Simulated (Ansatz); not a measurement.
Runs of Ansatz 0.2.0 on CdTe. Symmetry: F-43m, No. 216, cubic system. The conventional cell has a = 6.410 Å, b = 6.410 Å, c = 6.410 Å, α = 90.00°, β = 90.00°, γ = 90.00°. Te (site symmetry -43m) is surrounded by 4 Cd at 2.78 Å. Cd (site symmetry -43m) is surrounded by 4 Te at 2.78 Å. 

| task | level | potentials or basis | cell | cutoff (eV) | smearing | basis error allowed | gap on the mesh (eV) | pressure (GPa) | relaxed volume (Å³/atom) |
| --- | --- | --- | --- | --- | --- | --- | --- | --- | --- |
| band structure | LDA | all-electron LAPW, scalar-relativistic | as given | 260 | fermi-dirac 0.05 eV | 0.001 eV/atom | 0.61 | 0.0 | - |
| relaxation of cell and atoms | revPBE+D3(BJ) | all-electron LAPW, scalar-relativistic | relaxed | - | fermi-dirac 0.05 eV | 0.001 eV/atom | 0.88 | 0.0 | 34.14 |
| relaxation of cell and atoms | PBEsol+D3(BJ) | all-electron LAPW, scalar-relativistic | relaxed | - | fermi-dirac 0.05 eV | 0.001 eV/atom | 0.76 | 0.0 | (a) |
| Born charges | LDA | all-electron PAW datasets made for the crystal | as given | 270 | fixed | - | 0.61 | - | - |

Alike in all rows: no spin polarisation; k mesh 7 × 7 × 7.

Q: Estimate the missing entries.

A: (a) 32.92.

Caveats: spin-orbit coupling is left out, which moves the levels of the heavy elements; an odd mesh through Γ misses points on the zone boundary, where band edges often lie (some runs); the program warned that the printed levels may be off, so bands, gaps and densities of states are rough (some runs).

A k mesh can miss the band edges, and the runs leave out spin-orbit coupling on Cd, Te.

The runs don't all hold the same shells in valence.

Runs at the PBE level aren't shown here.
